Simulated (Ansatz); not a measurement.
# Y: the cost of one run

Computed with Ansatz 0.2.0 (DFT LDA, scalar-relativistic, plane waves, PAW).

1 further run of the same task is left out (set aside as unsound or not needed).

## Step 1: The system as given

It takes space group P6_3/mmc (No. 194, hexagonal). Conventional cell: a = 3.651 Å, b = 3.651 Å, c = 5.747 Å, α = 90.00°, β = 90.00°, γ = 120.00°. Y (site symmetry -6m2) has 12 Y at 3.56 to 3.65 Å as nearest neighbours.

Coordinates:

```xyz
2
Lattice="3.6515 0.0000 0.0000 -1.8257 3.1623 0.0000 0.0000 0.0000 5.7474" Properties=species:S:1:pos:R:3 pbc="T T T"
Y     0.0000    2.1082    1.4368
Y     1.8257    1.0541    4.3106
```

The structure comes from the Crystallography Open Database.

## Step 2: Functional and cell changed: LDA

The change: strain xx, yy, zz, yz, xz, xy = -0.1, -0.1, -1.6, +0.0, +0.0, +0.0 %.

Input file input.yaml:

```yaml
crystal:
  lattice:
    - [3.647153953, 0.0, 0.0]
    - [-1.8235769765, 3.1585279748, 0.0]
    - [0.0, 0.0, 5.654349594]
  atoms:
    - { symbol: "Y", position: [0.3333333333, 0.6666666667, 0.25] }
    - { symbol: "Y", position: [0.6666666667, 0.3333333333, 0.75] }
basis:
  ecutwfc: 420
kpoints:
  mp_grid: { grid: [15, 15, 8] }
hamiltonian:
  xc: lda
scf:
  occupations: { method: gaussian, width: 0.1 }
output:
  forces: true
  stress: true
  eigenvalues: true
```

Started as:

```
$ ansatz run input.yaml --threads 1 --pin off --max-ram 1331MiB --backend cpu --events-out ev --progress --plain --runs-dir out
```

Q: Estimate wall time and peak memory on 1 thread of an x86-64 CPU, shared host.

About 9.6 s, with a peak of 0.4 GiB.
